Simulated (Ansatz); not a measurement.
# InSe: random displacements

All numbers below come from Ansatz 0.2.0, DFT PBE, scalar-relativistic, plane waves, PAW. The runs took a 420 eV cutoff, a Γ-centred 12×12×4 mesh and Gaussian smearing (0.15 eV). No spin polarisation. Energies are free energies at this smearing, counted from the undisturbed cell; pressure is positive in compression.

Reference structure (as given, not relaxed at this level):

```xyz
8
Lattice="4.0500 0.0000 0.0000 -2.0250 3.5074 0.0000 0.0000 0.0000 16.9300" Properties=species:S:1:pos:R:3 pbc="T T T"
In    0.0000    2.3383    2.6580
In    2.0250    1.1691   11.1230
In    0.0000    2.3383    5.8070
In    2.0250    1.1691   14.2720
Se    0.0000    2.3383   10.1919
Se    2.0250    1.1691    1.7269
Se    0.0000    2.3383   15.2031
Se    2.0250    1.1691    6.7381
```

The cell holds layers and no dispersion correction was added, so their binding is poorly described.

The atoms are displaced (Å, in the unstrained cell):

```
atom ux uy uz
 In1  -0.288  -0.067   0.115
 In2   0.027  -0.150  -0.123
 In3   0.054   0.057  -0.079
 In4  -0.002  -0.049  -0.020
 Se5   0.033   0.154   0.123
 Se6   0.046   0.153  -0.026
 Se7   0.107   0.017  -0.028
 Se8   0.024  -0.114   0.039
```

Strain (Voigt, engineering shear): (-0.0156, 0.0124, 0.0234, -0.0334, -0.0453, -0.0409).

**Question.** What are the energy change, the stress and the forces?

**Answer.** ΔE = 326.1 meV/atom; stress (xx, yy, zz, yz, xz, xy; compression positive) (12.02, 17.63, 3.74, 7.03, 4.39, 3.31) GPa.
```
atom Fx (eV/Å) Fy Fz
 In1       6.40   3.57   4.86
 In2      -0.30   6.43   4.66
 In3      -0.12  -1.66  -2.24
 In4       0.12   0.04  -2.97
 Se5       0.25  -6.53  -3.68
 Se6      -6.40  -3.70  -4.21
 Se7      -0.06   0.06   1.98
 Se8       0.11   1.79   1.59
```

Cost: 1 run of about 3.4 core-minutes, on Intel Xeon 6975P-C (Granite Rapids) (shared hosts).